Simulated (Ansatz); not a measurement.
## What moves the pressure of Sn?

```
CELL_PARAMETERS angstrom
0.00000 3.24560 3.24560
3.24560 0.00000 3.24560
3.24560 3.24560 0.00000
ATOMIC_POSITIONS crystal
Sn 0.50000 0.50000 0.50000
Sn 0.75000 0.75000 0.75000
```

Atom numbers follow the list: Sn1, Sn2.

The conventional cell has a = 6.491 Å, b = 6.491 Å, c = 6.491 Å, α = 90.00°, β = 90.00°, γ = 90.00°. Sn (atom 1) is surrounded by 4 Sn at 2.81 Å.

The cell is COD entry 9008568, as deposited and not checked against the literature; nothing was relaxed.

Computed with DFT, PBE, all-electron LAPW, scalar-relativistic (Ansatz 0.2.0).

Settings: a Γ-centred 9×9×9 k mesh, Fermi–Dirac smearing of 0.03 eV, basis error target 0.25 meV/atom, no spin polarisation.

Spin–orbit coupling is off unless a change turns it on.

In this reference run the pressure is 3.2 GPa (positive in compression). Each change below is made alone, on the same k mesh, with fractional coordinates held unless an atom is moved; x, y and z are the Cartesian axes.

Problem. Order the changes by the shift of the pressure, most negative first.
A. volume scaled by 1.02
B. equal xy, yz and zx engineering shear strains of -3 %
C. functional pbesol
D. no relativity
E. volume scaled by 1.03
F. x and y strained by +2 %, z held

Solution. C (-2.2 GPa), F (-1.8 GPa), E (-1.4 GPa), A (-1.0 GPa), B (+0.2 GPa), D (+0.8 GPa).
